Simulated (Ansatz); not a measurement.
A decomposition energy, worked out: NaI2

Computed with Ansatz 0.2.0, DFT PBE, scalar-relativistic, plane waves, PAW. Settings: cutoff 420 eV, Γ-centred meshes spaced at most about 0.3 Å⁻¹, and about 0.25 Å⁻¹ or finer for metals (2π included), Gaussian smearing. No spin polarisation.

The zero of energy is the elements' standard structures at the same level; no fitted shifts are applied.

These are static total energies at zero pressure. Spin–orbit coupling, which can matter for I, is left out. In NaI2 p4/mmm an odd number of electrons in the primitive cell allows no gap without spin; a larger cell or a magnetic state could open one. The reference form of I is held partly by dispersion forces, which this level lacks.

A trial sheet of NaI2 (reached from: NdI2 type; relaxed: layer group p4/mmm (No. 61), a = 3.702 Å, b = 3.702 Å, γ = 90.0°, thickness 4.22 Å between the outermost nuclei) has a formation energy of -0.608 eV/atom. At its composition the lowest mixture among the elements and 1 reference phase computed alike (others may be missing) consists of these:

| phase | source | ΔE_f (eV/atom) |
| --- | --- | --- |
| I2 (solid) | element | 0.000 |
| NaI (Fm-3m) | COD | -1.280 |

**Question.** Write the balanced decomposition and find its energy per atom, per formula unit and per mole of formula units.

**Answer.** Balancing Na and I gives 2 NaI2 → I2 + 2 NaI. The left side holds 6 atoms, and the products take 2/6 (I2) and 4/6 (NaI) of them. The mixture therefore lies at 2/6 × (0.000) + 4/6 × (-1.280) = -0.853 eV/atom. The reaction energy is -0.853 − (-0.608) = -0.245 eV/atom. Times 3 atoms that is -0.735 eV per NaI2, and times 96.485 it is -71 kJ per mole of NaI2. Decomposition is downhill, so the trial structure is unstable against this mixture. The rivals are bulk phases, so the margin includes the cost of making a free sheet.
